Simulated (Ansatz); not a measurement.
# PbO: ab initio molecular dynamics

These are results of DFT PBEsol, scalar-relativistic, plane waves, PAW in Ansatz 0.2.0, not measurements. Cutoff 420 eV, shifted (0.5, 0.5, 0.5 steps) 2×2×2 k-points, Fermi–Dirac smearing of 0.22 eV. The mesh is coarse. Spin–orbit coupling is left out, which matters for the heavy elements here. No spin polarisation.

16 atoms, starting at 1.10 times the perfect crystal's volume (space group Pbcm, the cell as given, not relaxed at this level); Langevin thermostat at 2600 K (friction 0.005 fs⁻¹), fixed cell; 52 steps of 4 fs. The run is short and not equilibrated. The time step is on the long side.

First frame:

```
CELL_PARAMETERS angstrom
0.00000 5.66763 -4.90622
0.00000 -5.66763 -4.90622
-6.08333 0.00000 4.90622
ATOMIC_POSITIONS crystal
Pb 0.75435 0.76595 0.77030
Pb 0.25435 0.26595 0.77030
Pb 0.74565 0.73405 0.22970
Pb 0.24565 0.23405 0.22970
Pb 0.26595 0.75435 0.77030
Pb 0.76595 0.25435 0.77030
Pb 0.23405 0.74565 0.22970
Pb 0.73405 0.24565 0.22970
O 0.98820 0.89650 0.13470
O 0.48820 0.39650 0.13470
O 0.51180 0.60350 0.86530
O 0.01180 0.10350 0.86530
O 0.89650 0.48820 0.13470
O 0.39650 0.98820 0.13470
O 0.60350 0.01180 0.86530
O 0.10350 0.51180 0.86530
```

```
Mean temperature over the second half                                                                                                                                                                                                                                                   : 1321 K
Mean pressure over the second half (kinetic part included)                                                                                                                                                                                                                              : -2.1 GPa
Mean potential energy above the perfect crystal (as given, at volume ratio 1; besides heat the difference comes from the volume, 10 % larger, and the crystal's own forces of up to 0.13 eV/Å and pressure of 0.5 GPa; its own run had another smearing, without effect beside its gap) : 213 meV/atom
Mean-square drift of O from first to last step (mean shift of all atoms removed)                                                                                                                                                                                                        : 0.19 Å²
Mean-square drift of Pb from first to last step (mean shift of all atoms removed)                                                                                                                                                                                                       : 0.12 Å²
```

Pair distribution functions g(r), second half of the run, up to half the cell's height:

| r (Å) | O-O | O-Pb |
| --- | --- | --- |
| 1.85 | 0.0 | 0.0 |
| 1.95 | 0.0 | 0.1 |
| 2.05 | 0.0 | 1.0 |
| 2.15 | 0.0 | 2.6 |
| 2.25 | 0.0 | 4.4 |
| 2.35 | 0.0 | 4.0 |
| 2.45 | 0.1 | 3.6 |
| 2.55 | 0.1 | 2.1 |
| 2.65 | 0.9 | 2.4 |
| 2.75 | 1.6 | 1.0 |
| 2.85 | 1.1 | 0.7 |
| 2.95 | 2.8 | 0.5 |

Along the run (potential energy from its first value; pressure with the kinetic part):

```tsv
t (fs)	T (K)	ΔE_pot (meV/atom)	P (GPa)
0.0	2438	0.0	-4.7
8.0	1973	34.6	-4.3
16.0	1594	84.9	-3.0
24.0	1321	108.5	-2.0
32.0	1292	100.5	-1.4
40.0	1550	108.2	-0.2
48.0	1496	108.7	0.6
56.0	1548	104.8	1.1
64.0	1456	111.9	1.5
72.0	1388	125.8	2.0
80.0	1383	147.5	2.3
88.0	1218	182.6	2.5
96.0	1051	198.8	2.5
104.0	1198	181.5	2.0
112.0	1346	160.7	0.8
120.0	1547	145.9	-0.6
128.0	1425	145.9	-1.9
136.0	1007	163.1	-3.0
144.0	1002	182.7	-3.3
152.0	1322	188.2	-3.4
160.0	1339	187.7	-3.6
168.0	1392	196.2	-3.4
176.0	1281	195.0	-3.5
184.0	1468	184.8	-3.2
192.0	1324	174.1	-2.7
200.0	1302	176.7	-1.5
208.0	1412	173.5	-0.5
```